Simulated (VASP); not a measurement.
Input of a VASP 6.6.1 run:

File INCAR:

```
SYSTEM = PtSe
PREC = Accurate
ENCUT = 520
EDIFF = 1E-8
ISMEAR = 0
SIGMA = 0.02
LREAL = .FALSE.
LASPH = .TRUE.
NELM = 60
ALGO = Fast
ISIF = 2
LWAVE = .FALSE.
LCHARG = .FALSE.
LEFG = .TRUE.
```

The input KPOINTS:

```
regular mesh
0
G
  8 8 8
  0 0 0
```

File POSCAR:

```
PtSe
1.0
    0.0000000000      3.0374472300      3.0374472300
    3.0374472300      0.0000000000      3.0374472300
    3.0374472300      3.0374472300      0.0000000000
Pt Se
1 1
Direct
    0.0000000000      0.0000000000      0.0000000000
    0.2500000000      0.2500000000      0.2500000000
```

Potentials or basis: VASP PAW LDA potentials, release 64 (Pt, Se).

Run with:

```sh
$ cat potpaw_LDA.64/Pt/POTCAR potpaw_LDA.64/Se/POTCAR > POTCAR
$ mpirun -np 1 vasp_std > vasp.out
```

Q: Estimate the band gap on the k mesh.

A: None (metal or under the smearing width).

Q: Estimate the pressure.

A: -16.0 GPa.

Electric field gradients, principal values (V/Å²):
| atom | Vxx | Vyy | Vzz |
| --- | --- | --- | --- |
| 1 Pt | 0.000 | 0.000 | 0.000 |
| 2 Se | 0.000 | 0.000 | 0.000 |

Caveat: so large a pressure means that the cell lies far from this level's equilibrium, or that cutoff or potentials fall short. Spin-orbit coupling is left out, which matters for the levels of Pt.
